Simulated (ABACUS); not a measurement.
**AlCo: equation of state with PBEsol**

AlCo:

```xyz
2
Lattice="2.8194 0.0000 0.0000 0.0000 2.8194 0.0000 0.0000 0.0000 2.8194" Properties=species:S:1:pos:R:3 pbc="T T T"
Co    1.4097    1.4097    1.4097
Al    0.0000    0.0000    0.0000
```

The cell is a database's computed one.

* Program: ABACUS 3.10.1
* Task: equation of state
* Functional: PBEsol
* Potentials or basis: PseudoDojo NC SR 0.4.1 PBEsol standard
* Cutoff: 1320 eV
* Density cutoff: 5279 eV
* Basis: plane waves
* k mesh: 9 × 9 × 9
* Occupations: fermi-dirac, width 0.05 eV
* Spin: collinear spin, ferromagnetic start
* Starting moments: [2.0, 0.0] μB

```json
{
  "Equilibrium volume": "11.25 Å³/atom",
  "Bulk modulus": "193 GPa",
  "Pressure derivative of the bulk modulus": "4.2"
}
```

Energy against volume, from the lowest point:
```tsv
volume (Å³/atom)	energy (meV/atom)
10.533	30.59
10.758	13.84
10.982	3.87
11.206	0.00
11.430	1.63
11.654	8.22
11.878	19.27
```

All runs of the series together: 58 s on 4 threads of Intel(R) Xeon(R) 6975P-C (Granite Rapids) (shared host).
